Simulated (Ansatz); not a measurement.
**MgSi under changes of volume**

One of the cells (17.355 Å³/atom); the others are scaled copies at fixed shape and fractional positions:

```
CELL_PARAMETERS angstrom
2.90839 0.00000 0.00000
0.00000 2.90839 0.00000
0.00000 0.00000 4.10343
ATOMIC_POSITIONS crystal
Si 0.50000 0.50000 0.50000
Mg 0.00000 0.00000 0.00000
```

The cell comes from a database or a generator and needn't be the stable form of this composition.

```yaml
Program: Ansatz 0.2.0
Functional: PBEsol
Potentials_or_basis: all-electron LAPW, scalar-relativistic
Cutoff: 139 eV (chosen from the basis error)
Basis_error_allowed: 0.001 eV/atom
k_mesh: 9 × 9 × 7
Occupations: fermi-dirac, width 0.05 eV
Spin: no spin polarisation
```

| volume (Å³/atom) | energy over the lowest point (meV/atom) | pressure (GPa) |
| --- | --- | --- |
| 16.314 | 5.02 | 2.7 |
| 16.661 | 0.91 | 1.1 |
| 17.008 | 0.00 | -0.3 |
| 17.355 | 1.99 | -1.5 |
| 17.702 | ? | ? |
| 18.049 | 13.58 | -3.7 |
| 18.396 | 22.66 | -4.6 |

**Question.** What does the run at 17.702 Å³/atom give?

**Answer.** Energy over the lowest point 6.60 meV/atom; pressure -2.7 GPa.

Worked out: A Birch-Murnaghan fit of order 3 (a polynomial in V^(-2/3)) to the other rows has its minimum at 16.94 Å³/atom with B0 = V·E''(V) = 67 GPa and B' = 4.1 at fixed shape and positions, which overstates the stiffness. It gives 6.61 meV/atom at 17.702 Å³/atom, against the run's 6.60, and -dE/dV = -2.7 GPa, against -2.7.

Energies are extrapolated to zero smearing.
